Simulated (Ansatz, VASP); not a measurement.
## TiAl in VASP and in Ansatz

Contents of INCAR:

```
ALGO = Normal
EDIFF = 1E-7
ENCUT = 520
GGA = PS
ISIF = 2
ISMEAR = -1
LASPH = T
LCHARG = F
LREAL = F
LWAVE = F
NBANDS = 14
NELM = 100
PREC = Accurate
SIGMA = 0.05
```

KPOINTS

```
k-points
0
Gamma
  8 8 8
```

POSCAR

```
TiAl
1.0
    3.1141669331      0.0000000000      0.0000000000
    0.0000000000      3.1141669331      0.0000000000
    0.0000000000      0.0000000000      3.1141669331
Ti Al
1 1
Direct
    0.0000000000      0.0000000000      0.0000000000
    0.5000000000      0.5000000000      0.5000000000
```

Contents of input.yaml:

```yaml
crystal:
  lattice:
    - [3.1141669331, 0.0, 0.0]
    - [0.0, 3.1141669331, 0.0]
    - [0.0, 0.0, 3.1141669331]
  atoms:
    - { symbol: Ti, position: [0.0, 0.0, 0.0] }
    - { symbol: Al, position: [0.5, 0.5, 0.5] }
hamiltonian:
  xc: pbesol
  pseudopotentials: { kind: paw }
kpoints:
  mp_grid: { grid: [8, 8, 8] }
scf:
  occupations: { method: fermi_dirac, width: 0.05 }
output:
  forces: true
  stress: true
  eigenvalues: true
```

Change from the starting cell: volume scaled by 0.94.

Alike in both runs: task single point; functional PBEsol; k mesh 8 × 8 × 8; occupations fermi-dirac, width 0.05 eV; no spin polarisation.

|  | VASP | Ansatz |
| --- | --- | --- |
| version | VASP 6.6.1 | Ansatz 0.2.0 |
| potentials or method | VASP PAW PBE potentials, release 64 (Ti_sv, Al) | Ansatz PAW |
| plane-wave cutoff (eV) | 520 | 420 |
| valence electrons in the cell | 15 | 15 |

```csv
,VASP,Ansatz,Ansatz less VASP
gap on the k mesh at the Fermi level (eV),none,none,-
pressure (GPa),5.3,5.3,-0.05
```

A gap of «none» marks a metal or a gap that the smearing closes.

Caveats: the PAW data sets were made with another functional, which shifts forces and pressure a little (VASP); the PAW data sets come from PBE, with cores solved anew for the run's functional, which leaves a small shift of forces and pressure (Ansatz).
